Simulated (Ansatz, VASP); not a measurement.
## Two plane-wave programs on AlN

```
Al N
1.0
     3.08862    0.00000    0.00000
    -1.54431    2.67482    0.00000
     0.00000    0.00000    5.00933
Al N
2 2
Direct
  0.33333 0.66667 0.00278
  0.66667 0.33333 0.50278
  0.33333 0.66667 0.38222
  0.66667 0.33333 0.88222
```

Change from the starting cell: engineering shear strain xz +0.0000, normal strain along z +0.0133.

Alike in both runs: functional LDA; k mesh 9 × 9 × 6; occupations gaussian, width 0.05 eV; no spin polarisation.

Ansatz relaxed the structure, and its values are those at the end. VASP's run is a single point on that final structure, the one shown.

|  | VASP | Ansatz |
| --- | --- | --- |
| version | VASP 6.6.1 | Ansatz 0.2.0 |
| potentials or method | VASP PAW LDA potentials, release 64 (Al, N) | scalar-relativistic, plane waves, PAW |
| plane-wave cutoff (eV) | 520 | 520 |
| valence electrons in the cell | 16 | 16 |

Ansatz gave:

```
gap on the k mesh at the Fermi level (eV) : 4.37
least direct gap on the mesh (eV)         : 4.37
pressure (GPa)                            : -2.6
```

Task: Estimate VASP's values.

Result: gap on the k mesh at the Fermi level (eV): 4.37; least direct gap on the mesh (eV): 4.37; pressure (GPa): -2.0.

Ansatz warned: «pseudo_functional_mismatch».

Caveats: an odd mesh through Γ misses points on the zone boundary, where band edges often lie.
